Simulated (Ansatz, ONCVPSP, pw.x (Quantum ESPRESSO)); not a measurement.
What a changed setting does to a pw.x run (sc Ta)

Potential: optimised norm-conserving Vanderbilt (ONCV), ONCVPSP 4.0.1, PBE; core [Kr] 4d10 4f14, reference 5s2 5p6 5d3 6s2; waves: 5s+6s: rc 1.60 bohr, ncon 4, nbas 8, qcut 6.9 1/bohr, 2 projectors; 5p: rc 1.60 bohr, ncon 4, nbas 7, qcut 8.2 1/bohr, 2 projectors, debl 0.9 Ha; 5d: rc 2.00 bohr, ncon 4, nbas 9, qcut 5.6 1/bohr, 2 projectors, debl 4 Ha; f scattering state at 0.15 Ha: rc 1.80 bohr, ncon 4, nbas 7, qcut 6.7 1/bohr, 1 projector; local part: polynomial inside 1.40 bohr (lpopt 5, dvloc0 1 Ha); core correction: Teter function, fcfact 4.5, rcfact 1.4. In the p channel the program set the typed energies aside and used -1.448, 0.250 Ha.

The reference run (k-mesh 12³, cutoffs 70/280 Ry, Fermi–Dirac 0.01 Ry, mixing_beta 0.4, conv_thr 1e-9, no spin) gives 1.95 GPa at 20.376 Å³/atom, where all-electron LAPW gives 1.79 GPa. This run, with its own iteration cap, changes degauss to 0.002.

```
&control
  calculation='scf', prefix='x', pseudo_dir='./', outdir='./tmp', tstress=.true., disk_io='none'
/
&system
  ibrav=0, nat=1, ntyp=1, ecutwfc=70, ecutrho=280, nbnd=14,
  occupations='smearing', smearing='fd', degauss=0.002
/
&electrons
  conv_thr=1e-09, mixing_beta=0.4, electron_maxstep=60
/
ATOMIC_SPECIES
Ta 1.0 Ta.UPF
CELL_PARAMETERS angstrom
  2.73132247 0.00000000 0.00000000
  0.00000000 2.73132247 0.00000000
  0.00000000 0.00000000 2.73132247
ATOMIC_POSITIONS crystal
Ta 0.0000 0.0000 0.0000
K_POINTS automatic
12 12 12 0 0 0
```

```bash
pw.x < Ta.scf.in > Ta.scf.out
```

Q: How does the run end?

A: It converges in 8 iterations; the free energy moves by +22.7 meV/atom and the pressure by -0.15 GPa. In a metal, with Fermi–Dirac smearing, F lies below its zero-width value by a term in the square of the width.

```
Message from routine setup:
     using ibrav=0 with symmetry is DISCOURAGED, use correct ibrav instead
     lattice parameter (alat)  =       5.1615  a.u.
     unit-cell volume          =     137.5041 (a.u.)^3
     number of electrons       =        13.00
     number of Kohn-Sham states=           14
     kinetic-energy cutoff     =      70.0000  Ry
     charge density cutoff     =     280.0000  Ry
     scf convergence threshold =      1.0E-09
     Exchange-correlation= PBE
     number of k points=    84  Fermi-Dirac smearing, width (Ry)=  0.0020
     iteration #  1     ecut=    70.00 Ry     beta= 0.40
     total energy              =    -129.63728686 Ry
     estimated scf accuracy    <       0.01551368 Ry
     iteration #  2     ecut=    70.00 Ry     beta= 0.40
     total energy              =    -129.63777548 Ry
     estimated scf accuracy    <       0.00351623 Ry
     iteration #  3     ecut=    70.00 Ry     beta= 0.40
     total energy              =    -129.63809281 Ry
     estimated scf accuracy    <       0.00032738 Ry
     [... 2 iterations left out ...]
     iteration #  6     ecut=    70.00 Ry     beta= 0.40
     total energy              =    -129.63813117 Ry
     estimated scf accuracy    <       0.00000008 Ry
     iteration #  7     ecut=    70.00 Ry     beta= 0.40
     total energy              =    -129.63813118 Ry
     estimated scf accuracy    <          3.5E-09 Ry
     iteration #  8     ecut=    70.00 Ry     beta= 0.40
     the Fermi energy is    15.9759 ev
!    total energy              =    -129.63813118 Ry
     estimated scf accuracy    <          3.3E-10 Ry
     smearing contrib. (-TS)   =      -0.00012497 Ry
     The total energy is F=E-TS. E is the sum of the following terms:
     one-electron contribution =     -24.86254184 Ry
     hartree contribution      =      17.47495220 Ry
     xc contribution           =     -29.34955702 Ry
     ewald contribution        =     -92.90085955 Ry
     convergence has been achieved in   8 iterations
          total   stress  (Ry/bohr**3)                   (kbar)     P=       17.94
     Message from routine punch:
     Nothing written, as per user request (disk_io='none')
```

The run took about 12 s on one core of a shared host (AMD EPYC 9R14, 96 threads, 370 GiB, load 37).
